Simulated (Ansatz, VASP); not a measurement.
# One calculation of Pt, two programs

```
CELL_PARAMETERS angstrom
0.00000 1.95790 1.95790
1.95790 0.00000 1.95790
1.95790 1.95790 0.00000
ATOMIC_POSITIONS crystal
Pt 0.00000 0.00000 0.00000
```

Alike in both runs: task single point; functional PBE; k mesh 8 × 8 × 8; occupations gaussian, width 0.1 eV; no spin polarisation.

|  | VASP | Ansatz |
| --- | --- | --- |
| version | VASP 6.6.1 | Ansatz 0.2.0 |
| potentials or method | VASP PAW PBE potentials, release 64 (Pt) | scalar-relativistic, plane waves, PAW |
| plane-wave cutoff (eV) | 520 | 420 |
| valence electrons in the cell | 10 | 18 |

```csv
,VASP,Ansatz,Ansatz less VASP
gap on the k mesh at the Fermi level (eV),none,none,-
pressure (GPa),10.3,10.8,+0.59
```

A gap of «none» marks a metal or a gap that the smearing closes. The two sets of potentials don't hold the same shells in valence.

The runs have no spin-orbit coupling, so splittings on Pt are missing.
